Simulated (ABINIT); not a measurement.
Write the native input for ABINIT 10.8.3 (patched build) that does the following.

- Task: single point
- Functional: PBE
- Potentials or basis: JTH PAW PBE v2.0
- Cutoff: 544 eV
- k mesh: 9 × 9 × 5
- Occupations: fermi-dirac, width 0.05 eV
- Spin: no spin polarisation
- Fine-grid cutoff: 1088.46 eV
- Exchange and correlation inside the PAW spheres: full angular mesh (pawxcdev 0, this build's default; the released program takes 1)

The structure of PtS2 lies in POSCAR:

```
PtS2
1.0
    3.5432000000      0.0000000000      0.0000000000
   -1.7716000000      3.0685012107      0.0000000000
    0.0000000000      0.0000000000      5.0388000000
Pt S
1 2
Direct
    0.0000000000      0.0000000000      0.0000000000  Pt
    0.6666666667      0.3333333333      0.7730000000  S
    0.3333333333      0.6666666667      0.2270000000  S
```

These files were run (other wordings do the same):

run.abi

```
# Pseudopotentials
pp_dirpath "./"
pseudos "Pt.GGA_PBE-JTH.xml, S.GGA_PBE-JTH.xml"

# Structure
structure "poscar:POSCAR"
natom 3

# Plane-wave basis
ecut 20.0
pawecutdg 40.0

# k points
kptopt 1
ngkpt 9 9 5
nshiftk 1
shiftk 0.0 0.0 0.0

# Exchange and correlation
ixc 11

# Bands and occupations
nband 15
occopt 3
tsmear 0.00183747

# SCF cycle
nstep 100
tolvrs 1.0e-9

# Output
iomode 3
prtwf 0
prteig 0
prtebands 0
enunit 2
prtden 1
prtvha 1
prtvclmb 1
prtpot 1
```

Potentials or basis: JTH PAW PBE v2.0.

Command:

```sh
$ abinit run.abi > log 2>&1
```

Results of the run:

```yaml
Pressure: 12.3 GPa
Largest_force: 1.367 eV/Å
Band_gap_on_the_k_mesh: 0.98 eV, indirect (least direct gap 1.03 eV)
Valence_electrons_inside_the_program's_atomic_spheres: Pt 8.89; S 3.58
```

Caveat: spin-orbit coupling is left out, which moves the levels of the heavy elements; an odd mesh through Γ misses points on the zone boundary, where band edges often lie; forces of over 1 eV/Å show positions far from the minimum, so gaps and moduli don't describe the material at rest.

Wall time 66 s on 1 thread of Arm Neoverse V1 (shared host), peak memory 0.16 GiB.
